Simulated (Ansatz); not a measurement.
# CsPbCl3 (Pm-3m): a soft mode frozen in

Wanted: the energy along a soft mode of CsPbCl3 (Pm-3m) and the structure at the end.

Program: Ansatz 0.2.0. Level of theory: DFT PBEsol, scalar-relativistic, plane waves, PAW; PAW set soft_1. Results are calculated unless marked as measured.

## 1. The structure

The structure is cubic, space group Pm-3m (No. 221). The conventional cell has a = 5.619 Å, b = 5.619 Å, c = 5.619 Å, α = 90.00°, β = 90.00°, γ = 90.00°. Cs has 12 Cl at 3.97 Å nearest. Pb has 6 Cl at 2.81 Å nearest. Nearest to Cl lie 2 Pb at 2.81 Å and 4 Cs at 3.97 Å. Farther neighbours and most contacts between anions are not listed.

Coordinates:

```cif
data_structure
_symmetry_space_group_name_H-M 'P 1'
_symmetry_Int_Tables_number 1
_cell_length_a 5.6187
_cell_length_b 5.6187
_cell_length_c 5.6187
_cell_angle_alpha 90.000
_cell_angle_beta 90.000
_cell_angle_gamma 90.000
_cell_volume 177.38
loop_
_atom_site_label
_atom_site_type_symbol
_atom_site_fract_x
_atom_site_fract_y
_atom_site_fract_z
_atom_site_occupancy
Cs1 Cs 0.00000 0.00000 0.00000 1
Pb2 Pb 0.50000 0.50000 0.50000 1
Cl3 Cl 0.50000 0.50000 0.00000 1
Cl4 Cl 0.00000 0.50000 0.50000 1
Cl5 Cl 0.50000 0.00000 0.50000 1
```

## 2. The dispersion

The cell comes from relaxations at this level that are not shown. Stability and thermal properties need the whole zone. Linear response on a 2×2×2 q mesh gives force constants as far as a supercell of that size would, and the tensors from the zone-centre run are typed in so that the long-range dipole term is interpolated apart.

The input, input.yaml:

```yaml
crystal:
  lattice:
    - [5.6186639858, 0.0, 0.0]
    - [0.0, 5.6186639858, 0.0]
    - [0.0, 0.0, 5.6186639858]
  atoms:
    - { symbol: Cs, position: [0.0, 0.0, 0.0] }
    - { symbol: Pb, position: [0.5, 0.5, 0.5] }
    - { symbol: Cl, position: [0.5, 0.5, 0.0] }
    - { symbol: Cl, position: [0.0, 0.5, 0.5] }
    - { symbol: Cl, position: [0.5, 0.0, 0.5] }
kpoints:
  mp_grid: { grid: [8, 8, 8] }
hamiltonian:
  xc: pbesol
  pseudopotentials: { kind: paw, azcp: { folder: soft_1 }, xc_functional: pbe }
scf:
  occupations: { method: fixed }
output:
  eigenvalues: true
phonons:
  method: dfpt
  qmesh: [2, 2, 2]
  temperatures: { t_max: 1000, t_step: 50 }
  qpath:
    path:
      - [[0.0, 0.0, 0.0], [0.0, 0.5, 0.0], [0.5, 0.5, 0.0], [0.0, 0.0, 0.0], [0.5, 0.5, 0.5], [0.0, 0.5, 0.0]]
      - [[0.5, 0.5, 0.5], [0.5, 0.5, 0.0]]
    npoints: 10
  non_analytic_term:
    high_frequency_dielectric_tensor: [[4.0422, 0.0, 0.0], [0.0, 4.0422, 0.0], [0.0, 0.0, 4.0422]]
    born_effective_charges:
      - { species: Cs, tensor: [[1.3223, 0.0, 0.0], [0.0, 1.3223, 0.0], [0.0, 0.0, 1.3223]] }
      - { species: Pb, tensor: [[3.9503, 0.0, 0.0], [0.0, 3.9503, 0.0], [0.0, 0.0, 3.9503]] }
      - { species: Cl, tensor: [[-0.724, 0.0, 0.0], [0.0, -0.724, 0.0], [0.0, 0.0, -3.8247]] }
      - { species: Cl, tensor: [[-3.8247, 0.0, 0.0], [0.0, -0.724, 0.0], [0.0, 0.0, -0.724]] }
      - { species: Cl, tensor: [[-0.724, 0.0, 0.0], [0.0, -3.8247, 0.0], [0.0, 0.0, -0.724]] }
    source: "zone-centre run at this cell"
```

On the command line:

```sh
ansatz run input.yaml --threads 4 --pin off --max-ram 10240MiB --backend cpu --events-out ev --progress --plain --runs-dir out
```

Numbers of over 12 decimals in the logs are rounded to 6 here.

The log of the run:

```text
Engine: ansatz 0.2.0, aarch64-unknown-linux-gnu
Pseudopotentials: kind: paw
Pseudopotential: Cs, paw, valence charge 9, recommended cutoff 420 eV (normal), soft_1/Cs.paw.azcp
Pseudopotential: Pb, paw, valence charge 14, recommended cutoff 420 eV (normal), soft_1/Pb.paw.azcp
Pseudopotential: Cl, paw, valence charge 7, recommended cutoff 420 eV (normal), soft_1/Cl.paw.azcp
Functional definition: PBEsol
  exchange = pbesol_x
  correlation = pbesol_c
Crystal: 5 atoms, lattice volume = 177.378 Å³
Basis set: ecut = 420 eV, 3431 PW (Γ), exchange–correlation on 80×80×80 points (8 copies of the dense FFT grid, shifted against one another)
Bands: 27, of which v1, the nominal top of the filled ones, is band 22 counted from 1 (21 counted from 0)
Symmetry: 48 space group operations
k-points: 35 of 512
Non-local potential: Cs, projectors of the file, l = 0: 3, l = 1: 2, l = 2: 2, l = 3: 2
Non-local potential: Pb, projectors of the file, l = 0: 2, l = 1: 2, l = 2: 2, l = 3: 1
Non-local potential: Cl, projectors of the file, l = 0: 2, l = 1: 2, l = 2: 1
PAW form: soft (Blöchl's): semilocal exchange-correlation on the pseudo side does not see the compensation charge
PAW frozen core: Cs, regenerated for the run's functional, and the local potential with it (the file was generated under x = pbe(κ = 0.804, μ = 0.219515), c = pbe(β = 0.066725))
PAW frozen core: Pb, regenerated for the run's functional, and the local potential with it (the file was generated under x = pbe(κ = 0.804, μ = 0.219515), c = pbe(β = 0.066725))
PAW frozen core: Cl, regenerated for the run's functional, and the local potential with it (the file was generated under x = pbe(κ = 0.804, μ = 0.219515), c = pbe(β = 0.066725))
PAW one-centre angular grid: Cs, 194 points (default); XC on 64 Gauss nodes
PAW one-centre angular grid: Pb, 590 points (default); XC on 64 Gauss nodes
PAW one-centre angular grid: Cl, 110 points (default); XC on 64 Gauss nodes
Initial density: superposition of atomic densities (chi_scale 0.1, normalization cell, long waves kept (reshape's long-wave potential 0.01 eV rms))
Initial wavefunctions: pseudopotential atomic-orbital guess
Functional: x = pbesol(κ = 0.804, μ = 0.123457), c = pbesol(β = 0.046)
SCF iter   1: F=—  HF=-20534.057203 eV  |F-HF|=—  |Δ(HF+E_count)|=         —  Δρ=2.39e-2  dr2=2.20e0  ethr=3.10e-3  ⟨swp⟩=5.0  Hψ=3979  notcnv=0  defer=61
preconditioner: auto → Resta (q_TF=auto, 2.163 Å⁻¹)  ε∞=3.0  [insulator: Δε(μ)=1.496 eV  Ē_g=12.630 eV  n_scr=26 (ndim 8)  ℏωp=18.1 eV  f_vac=0.014  ε∞_Penn≈3.0]
SCF iter   2: F=—  HF=-20533.316899 eV  |F-HF|=—  |Δ(HF+E_count)|=   7.40e-1  Δρ=1.08e-2  dr2=6.67e-1  ethr=3.10e-3  ⟨swp⟩=3.6  Hψ=2168  notcnv=0  defer=73
SCF iter   3: F=—  HF=-20532.999054 eV  |F-HF|=—  |Δ(HF+E_count)|=   3.18e-1  Δρ=3.19e-3  dr2=5.25e-2  ethr=1.52e-3  ⟨swp⟩=3.7  Hψ=2169  notcnv=0  defer=94
SCF iter   4: F=—  HF=-20532.980824 eV  |F-HF|=—  |Δ(HF+E_count)|=   1.82e-2  Δρ=1.16e-3  dr2=3.28e-3  ethr=1.19e-4  ⟨swp⟩=3.1  Hψ=1789  notcnv=0  defer=97
SCF iter   5: F=—  HF=-20532.982001 eV  |F-HF|=—  |Δ(HF+E_count)|=   1.18e-3  Δρ=1.95e-4  dr2=7.19e-5  ethr=7.47e-6  ⟨swp⟩=2.9  Hψ=1549  notcnv=0  defer=102
SCF iter   6: F=—  HF=-20532.982109 eV  |F-HF|=—  |Δ(HF+E_count)|=   1.08e-4  Δρ=2.57e-5  dr2=1.24e-6  ethr=1.63e-7  ⟨swp⟩=2.0  Hψ=1701  notcnv=0  defer=102
SCF iter   7: F=—  HF=-20532.982114 eV  |F-HF|=—  |Δ(HF+E_count)|=   4.79e-6  Δρ=7.02e-6  dr2=6.36e-8  ethr=2.81e-9  ⟨swp⟩=2.0  Hψ=1676  notcnv=0  defer=94
SCF iter   8: F=—  HF=-20532.982114 eV  |F-HF|=—  |Δ(HF+E_count)|=   3.22e-8  Δρ=1.34e-6  dr2=2.83e-9  ethr=1.44e-10  ⟨swp⟩=2.0  Hψ=1645  notcnv=0  defer=94
SCF iter   9: F=—  HF=-20532.982114 eV  |F-HF|=—  |Δ(HF+E_count)|=   2.23e-9  Δρ=2.31e-7  dr2=9.78e-11  ethr=6.44e-12  ⟨swp⟩=2.0  Hψ=1645  notcnv=0  defer=94
SCF iter  10: F=-20532.982114 eV  HF=-20532.982114 eV  |F-HF|=2.18e-11  |Δ(HF+E_count)|=  2.15e-10  Δρ=4.11e-8  dr2=5.09e-12  ethr=1.00e-12  ⟨swp⟩=16.3  Hψ=7225  notcnv=0
SCF 1 converged in 10 iterations: F = -20532.982114 eV  dr2 = 5.09e-12
  greatest PAW one-centre occupation: 0.982 electrons in one spin orbital (limit 2), on the Pb atom at site 1 (counted from 0), in its partial waves of l = 2
NSCF: frozen V_eff on 35 k-points
NSCF: frozen V_eff on 125 k-points
DFPT response loops at q = (0, 0, 0) (fractional): preconditioner auto → Resta (q_TF=auto, 2.163 Å⁻¹)  ε∞=5.7 (no band partly filled); β = 1.00, the filter's whole step (`scf.mixing.beta` (0.50) is not read by the response loops at its default; to damp them type it under 1.00, their step now; it binds the ground state too); Broyden in place of MSR1
NSCF: frozen V_eff on 250 k-points
DFPT response loops at q = (0, 0, -0.5) (fractional): mixed as the last ones told, above
NSCF: frozen V_eff on 250 k-points
DFPT response loops at q = (0, -0.5, -0.5) (fractional): mixed as the last ones told, above
NSCF: frozen V_eff on 250 k-points
DFPT response loops at q = (-0.5, -0.5, -0.5) (fractional): mixed as the last ones told, above
SCF converged after 10 iterations
Free energy (F): -20532.982114 eV
Harris-Foulkes:  -20532.982114 eV  (|F-HF|=2.18e-11)
Internal energy: -20532.982114 eV  (E = F + TS)
E sigma→0 (E₀):  -20532.982114 eV
Fermi energy:    3.940031 eV
--- Per-component energies (eV) ---
  E_band       = -238.666030
  E_kinetic    = 892.666674
  E_local      = -2617.065289  (includes V_loc(G=0)·N_el)
  E_nonlocal   = 426.043212
  E_hartree    = 983.312846
  E_xc         = -702.547704
  E_vxc        = -624.674680  (∫ρ·V_xc dr)
  E_paw        = -17141.422897  (= ΣΔE_a)
  E_vpaw       = -282.261933  (= ΣTr[D̂ρ^β])
  E_aug_tail   = 0.000328  (compensation charges beyond the density's cutoff)
  E_ewald      = -2374.410915
  E_core_change = 0.441631  (= ΣΔE_core)
  E_smearing   = -0.000000  (= −TS)
  E_closure    = -0.000000  (closes the sum)
  Σ components = -20532.982114   (vs F -20532.982114, Δ=0.00e0)
--- Band table (eV; the first three rows and the last of 35) ---
  k-point 0: bands = [... 18 lower, 1.3639, 1.4693, 1.4693, 1.4693, 7.1920, 8.2004, 8.2004, 9.0863, ... 1 higher]
  k-point 1: bands = [... 18 lower, 1.3491, 1.4532, 1.4532, 1.4672, 7.3422, 8.3044, 8.3127, 9.1335, ... 1 higher]
  k-point 2: bands = [... 18 lower, 1.3131, 1.4144, 1.4144, 1.5540, 7.6987, 8.5055, 8.6085, 8.7305, ... 1 higher]
  k-point 34: bands = [... 18 lower, 1.7941, 1.7941, 1.7941, 3.9400, 5.7837, 5.7837, 5.7837, 8.9584, ... 1 higher]
--- Phonons (Γ-DFPT): 4 representative perturbations + reference (Σ response iterations 14) ---
  ASR residual: 1.105e-4 → 0.000e0 eV/Å²; symmetrization residual: 3.434e-5 eV/Å²
  ASR residual per site (eV/Å²): 1.32e-5 2.26e-5 1.11e-4 1.11e-4 1.11e-4
  Γ frequencies (cm⁻¹): -21.58 -21.58 -21.58 0.00 0.00 0.00 20.40 20.40 20.40 51.83 51.83 51.83 136.03 136.03 136.03
--- Phonons (arbitrary-q DFPT): 4 irreducible q on the 2×2×2 mesh ---
  q = [0.0000, 0.0000, 0.0000] (star 1, of the zone-centre solve; hermiticity 2.80e-5, symmetrization 8.85e-12): -21.58 -21.58 -21.58 -0.00 -0.00 0.00 20.40 20.40 20.40 51.83 51.83 51.83 136.03 136.03 136.03
  q = [0.0000, 0.0000, -0.5000] (star 3, 9 solved perturbations in 975 linear systems a pass and spin channel, the states on 125 of 512 k-point pairs; hermiticity 5.40e-6, symmetrization 3.35e-12): -13.36 -13.36 10.54 10.54 35.26 38.59 42.97 42.97 43.88 43.88 52.08 110.89 136.23 136.23 247.99
  q = [0.0000, -0.5000, -0.5000] (star 3, 9 solved perturbations in 975 linear systems a pass and spin channel, the states on 125 of 512 k-point pairs; hermiticity 6.12e-6, symmetrization 4.21e-13): -47.48 -20.61 -20.61 7.79 34.70 41.37 41.37 45.26 45.26 87.55 102.60 102.60 136.32 220.69 256.76
  q = [-0.5000, -0.5000, -0.5000] (star 1, 4 solved perturbations in 350 linear systems a pass and spin channel, the states on 125 of 512 k-point pairs; hermiticity 7.18e-7, symmetrization 9.74e-12): -47.93 -47.93 -47.93 -11.77 -11.77 -11.77 80.88 80.88 80.88 98.46 98.46 98.46 220.41 220.41 262.75
  sum rule: each row above includes the acoustic sum rule's correction from the zone centre's row sums; it moved no ω² by more than (0.92 cm⁻¹)²
  mesh force constants: q→R imaginary residual 6.58e-18; ASR residual 1.105e-4 → 0.000e0 eV/Å²; symmetrization residual 6.217e-15 eV/Å²
  interpolated dispersion: 63 rows × 15 modes
  density of states and harmonic sums: on the 12×12×12 q-mesh, interpolated from the force constants of a 2×2×2 supercell (with the dipole–dipole term of supplied tensors)
  largest difference from the sums on the solved wave vectors: F 4.76e-2 eV, S 5.10e-5 and C_V 1.74e-5 eV/K
  zero-point energy: 0.064367 eV/cell   skipped modes (ω ≤ 0): 291, of them read as no rigid motion or as one in doubt: 288 (3.414e0 modes/cell left out, lowest -47.93 cm⁻¹)   left out of the sums: 2.28e-1 of the cell's modes: C_V's classical limit lies that fraction below 3 k_B per atom; for a crystal, a wire or a layer, F and S can be off by more, and a phonons.interpolated_qmesh denser along its periods is the remedy for the sampling
```

The job ended after 6.3 min (4 threads of Arm Neoverse V1, shared host; peak memory 1.8 GiB; 25 min of CPU time).

Numbers from this step:

```
gap on the k-mesh                                       : 1.844 eV
volume per atom                                         : 35.48 Å³
sum-rule residual before enforcement                    : 1.11e-4 eV/Å²
lowest frequency on the path                            : -47.93 cm⁻¹
point group                                             : m-3m
highest frequency on the path or at a solved wavevector : 262.8 cm⁻¹
highest optical mode at the zone centre (no LO-TO term) : 136.0 cm⁻¹
lowest optical zone-centre mode                         : -21.58 cm⁻¹
lowest mode on the q mesh (acoustic modes at Γ apart)   : -47.93 cm⁻¹
```

Frequencies (cm⁻¹) solved at each irreducible wavevector; negative means imaginary. Frequencies by wavevector, by row:

```tsv
q in reciprocal lattice units	star	mode 1	mode 2	mode 3	mode 4	mode 13	mode 14	mode 15
0 0 0	1	-21.6	-21.6	-21.6	0	136	136	136
0 0 -0.5	3	-13.4	-13.4	10.5	10.5	136.2	136.2	248
0 -0.5 -0.5	3	-47.5	-20.6	-20.6	7.8	136.3	220.7	256.8
-0.5 -0.5 -0.5	1	-47.9	-47.9	-47.9	-11.8	220.4	220.4	262.8
```

Interpolated from a 2×2×2 q mesh, with the LO-TO term (at Γ the limit along the path; where Γ stands inside the path, tables give the limit on arrival). Phonon branches along the path, in cm⁻¹:

```tsv
point	branch 1	branch 2	branch 3	branch 4	branch 12	branch 13	branch 14	branch 15
Γ	-22	-22	0	0	56	136	136	232
halfway	-18	-18	10	10	88	136	136	239
X	-13	-13	10	10	111	136	136	248
halfway	-35	-14	-8	7	107	136	187	249
M	-48	-21	-21	8	103	136	221	257
halfway	-28	-14	-13	17	88	136	176	236
Γ	-22	-22	0	0	56	136	136	232
halfway	-29	-25	-25	9	88	178	178	235
R	-48	-48	-48	-12	98	220	220	263
halfway	-37	-33	-25	-10	105	180	193	250
X	-13	-13	10	10	111	136	136	248
jump to R	-48	-48	-48	-12	98	220	220	263
halfway	-48	-35	-35	-5	101	186	221	257
M	-48	-21	-21	8	103	136	221	257
```

Symmetry leaves 4 wavevectors to solve. The lowest mode among them, the acoustic zeros apart, lies at q = (-0.5, -0.5, -0.5) and is imaginary, 47.9i cm⁻¹, so the energy falls along it.

## 3. The mode frozen in, largest atomic shift 0 Å

The mode followed lies at q = (-0.5, -0.5, -0.5) with frequency 47.9i cm⁻¹ and is 3-fold degenerate, the softest among the wavevectors solved. At small amplitude the distorted cell has space group no. 140 by a symmetry search on the positions. The undistorted cell that holds it gives the zero of energy on the same k mesh.

System of this step: CsPbCl3. It takes space group Pm-3m (No. 221, cubic). The conventional cell has a = 5.619 Å, b = 5.619 Å, c = 5.619 Å, α = 90.00°, β = 90.00°, γ = 90.00°. Nearest to Cs lie 12 Cl at 3.97 Å. Nearest to Pb lie 6 Cl at 2.81 Å. Nearest to Cl lie 2 Pb at 2.81 Å and 4 Cs at 3.97 Å. Farther neighbours and most contacts between anions are not listed.

The input, input.yaml:

```yaml
crystal:
  lattice:
    - [5.6186639858, 5.6186639858, 0.0]
    - [5.6186639858, 0.0, 5.6186639858]
    - [5.6186639858, 0.0, -5.6186639858]
  atoms:
    - { symbol: Cs, position: [0.0, 0.0, 0.0] }
    - { symbol: Cs, position: [0.0, 0.5, 0.5] }
    - { symbol: Pb, position: [0.5, 0.25, 0.75] }
    - { symbol: Pb, position: [0.5, 0.75, 0.25] }
    - { symbol: Cl, position: [0.5, 0.0, 0.0] }
    - { symbol: Cl, position: [0.5, 0.5, 0.5] }
    - { symbol: Cl, position: [0.5, 0.0, 0.5] }
    - { symbol: Cl, position: [0.5, 0.5, 0.0] }
    - { symbol: Cl, position: [0.0, 0.5, 0.0] }
    - { symbol: Cl, position: [0.0, 0.0, 0.5] }
kpoints:
  mp_grid: { grid: [6, 6, 6] }
hamiltonian:
  xc: pbesol
  pseudopotentials: { kind: paw, azcp: { folder: soft_1 }, xc_functional: pbe }
scf:
  occupations: { method: gaussian, width: 0.02 }
output:
  forces: true
  stress: true
  eigenvalues: true
```

The log of the run:

```text
[...]
Crystal: 10 atoms, lattice volume = 354.756 Å³
Basis set: ecut = 420 eV, 6879 PW (Γ), exchange–correlation on 108×108×108 points (8 copies of the dense FFT grid, shifted against one another)
Bands: 54, of which v1, the nominal top of the filled ones, is band 44 counted from 1 (43 counted from 0)
Symmetry: 96 space group operations
[...]
k-points: 16 of 216
[...]
k-point 0: bands = [... 40 lower, 1.7940, 1.7940, 1.7940, 3.9400, 5.7838, 5.7838, 5.7838, 7.1919, ... 4 higher]
  k-point 1: bands = [... 40 lower, 1.7344, 1.7344, 1.7626, 3.4857, 6.0845, 6.0845, 6.2266, 7.3884, ... 4 higher]
  k-point 2: bands = [... 40 lower, 1.6362, 1.6362, 1.6790, 2.6482, 6.8331, 6.8331, 7.0550, 7.8366, ... 4 higher]
  k-point 15: bands = [... 40 lower, 1.4881, 1.6982, 2.3670, 2.7289, 6.4987, 6.7516, 7.2232, 8.5879, ... 4 higher]
[key lines of the parts left out:]
SCF converged after 8 iterations
Free energy (F): -41065.964603 eV
Fermi energy:    4.861757 eV
P = ⅓ Tr σ = -0.0100 GPa (-0.100 kbar)
```

Run time: 6.9 s. Hardware: 4 threads; peak memory 0.91 GiB; 26 s of CPU time.

Numbers from this step:

| Quantity | Value |
| --- | --- |
| pressure | -0.01003 GPa |
| energy from the undistorted cell | 0 meV/atom |

At this level the gap is 1.84 eV on the k-mesh of the self-consistent run, which can miss the band edges.

## 4. The mode frozen in, largest atomic shift 0.6 Å

The atoms are moved along the unstable eigenvector, the largest shift by 0.6 Å, with the cell fixed.

input.yaml, the sections that differ from step 3:

```yaml
crystal:
  lattice:
    - [5.6186639858, 5.6186639858, 0.0]
    - [5.6186639858, 0.0, 5.6186639858]
    - [5.6186639858, 0.0, -5.6186639858]
  atoms:
    - { symbol: Cs, position: [0.0, 0.0, 0.0] }
    - { symbol: Cs, position: [0.0, 0.5, 0.5] }
    - { symbol: Pb, position: [0.5, 0.25, 0.75] }
    - { symbol: Pb, position: [0.5, 0.75, 0.25] }
    - { symbol: Cl, position: [0.5, 0.0533934759, 0.0533934759] }
    - { symbol: Cl, position: [0.5, 0.4466065241, 0.4466065241] }
    - { symbol: Cl, position: [0.5, -0.0533934759, 0.5533934759] }
    - { symbol: Cl, position: [0.5, 0.5533934759, -0.0533934759] }
    - { symbol: Cl, position: [0.0, 0.5, 0.0] }
    - { symbol: Cl, position: [0.0, 0.0, 0.5] }
# kpoints, hamiltonian, scf, output: as in step 3
```

The log of the run:

```text
[...]
Crystal: 10 atoms, lattice volume = 354.756 Å³
Basis set: ecut = 420 eV, 6879 PW (Γ), exchange–correlation on 108×108×108 points (8 copies of the dense FFT grid, shifted against one another)
Bands: 54, of which v1, the nominal top of the filled ones, is band 44 counted from 1 (43 counted from 0)
Symmetry: 16 space group operations
[...]
k-points: 30 of 216
[...]
k-point 0: bands = [... 40 lower, 1.6477, 1.6687, 1.6687, 3.5255, 5.7373, 5.7591, 5.7591, 7.3526, ... 4 higher]
  k-point 1: bands = [... 40 lower, 1.6261, 1.6414, 1.6905, 3.1714, 5.9822, 6.0115, 6.1080, 7.5382, ... 4 higher]
  k-point 2: bands = [... 40 lower, 1.5582, 1.5757, 1.7358, 2.4838, 6.5738, 6.6651, 6.8583, 7.8876, ... 4 higher]
  k-point 29: bands = [... 40 lower, 1.4491, 1.6344, 2.2809, 2.7276, 6.2221, 6.2221, 6.6178, 8.5280, ... 4 higher]
[key lines of the parts left out:]
SCF converged after 8 iterations
Free energy (F): -41066.067480 eV
Fermi energy:    4.631418 eV
P = ⅓ Tr σ = -0.4909 GPa (-4.909 kbar)
```

Wall time 12 s (4 threads); peak memory 1 GiB.

Numbers from this step:

```
pressure                         : -0.4909 GPa
gap on the k-mesh                : 2.212 eV
energy from the undistorted cell : -10.29 meV/atom
```

The energy, extrapolated to zero smearing, is -10.29 meV/atom against the undistorted cell.

The run ends at a pressure of -0.49 GPa, with forces up to 0.0017 eV/Å.

## 5. Energy along the mode, all amplitudes (two of the runs are shown above)

An imaginary frequency means negative curvature, so the energy should fall and then rise again as anharmonic terms take over.

Numbers from this step:

* depth at the lowest point sampled: 10.29 meV/atom
* largest atomic shift at that point: 0.6 Å

Energy from the parent against largest atomic shift:

```tsv
largest atomic shift (Å)	energy from the parent (meV/atom)
0.000	0
0.040	-0.095
0.080	-0.379
0.140	-1.14
0.220	-2.68
0.320	-5.17
0.450	-8.45
0.600	-10.3
```

Displacement at unit largest shift by atom:

```tsv
atom	x (Å)	y (Å)	z (Å)	size
Cs1	0.00	0.00	0.00	0.00
Cs2	0.00	0.00	0.00	0.00
Pb3	0.00	0.00	0.00	0.00
Pb4	0.00	0.00	0.00	0.00
Cl5	1.00	0.00	0.00	1.00
Cl6	-1.00	0.00	0.00	1.00
Cl7	0.00	0.00	-1.00	1.00
Cl8	0.00	0.00	1.00	1.00
Cl9	0.00	0.00	0.00	0.00
Cl10	0.00	0.00	0.00	0.00
```

The lowest of the steps tried is the last one, at 0.6 Å, 10.3 meV/atom below the parent; the bottom of the well need not coincide with a step.

(Part 1 of 2 ends here.)

[Logs are printed without paths, hosts, clocks, repeated set-up lines and the standing remarks that a program may print on its own settings, such as how far it seeks lower states.]

[Hosts, paths, dates, database ids (printed as entryN), source tags and the programs' standing remarks are cut or masked in the printed files.]
